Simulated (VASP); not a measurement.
Wanted: the native input for a VASP 6.6.1 run.

```yaml
Task: relaxation of cell and atoms
Functional: PBEsol
Potentials_or_basis: VASP PAW PBE potentials, release 64 (Ga_d, As)
Cutoff: 600 eV
k_mesh: 12 × 12 × 12
Occupations: gaussian, width 0.02 eV
Spin: no spin polarisation
Dipole_correction: no
Further_INCAR_settings: ALGO = Fast; EDIFF = 1e-06; IBRION = 2; EDIFFG = -0.005; NSW = 100; ISIF = 3
```

The structure of GaAs lies in POSCAR:

```
GaAs
1.0
    0.0000000000      2.8268500000      2.8268500000
    2.8268500000      0.0000000000      2.8268500000
    2.8268500000      2.8268500000      0.0000000000
Ga As
1 1
Direct
    0.0000000000      0.0000000000      0.0000000000
    0.7500000000      0.7500000000      0.7500000000
```

One way to write it, as run:

INCAR

```
ALGO = Fast
EDIFF = 1E-6
EDIFFG = -0.005
ENCUT = 600
GGA = PS
IBRION = 2
ISIF = 3
ISMEAR = 0
LASPH = T
LCHARG = F
LREAL = F
LWAVE = F
NELM = 80
NSW = 100
PREC = Accurate
SIGMA = 0.02
```

KPOINTS

```
k-points
0
Gamma
  12 12 12
```

Potentials or basis: VASP PAW PBE potentials, release 64 (Ga_d, As).

Run with:

```bash
$ cat potpaw_PBE.64/Ga_d/POTCAR potpaw_PBE.64/As/POTCAR > POTCAR
$ mpirun -np 1 vasp_std > vasp.out
```

Results of the run:

```yaml
Relaxed_volume: 22.71 Å³/atom
Relaxed_cell: a = 4.005 Å, b = 4.005 Å, c = 4.005 Å, α = 60.00°, β = 60.00°, γ = 60.00°
Space_group_after_relaxing_to_0.05_Å: F-43m (No. 216)
Energy_gained_by_relaxing: 0.1 meV/atom
Ionic_steps: 5
Pressure_after_relaxing: 0.0 GPa
Band_gap_on_the_k_mesh: 0.42 eV, direct
```

Caveat: the PAW data sets were made with another functional, which shifts forces and pressure a little.

It took 60 s on 1 thread of Intel(R) Xeon(R) Platinum 8488C (Sapphire Rapids), on a shared host, peak memory 0.22 GiB.
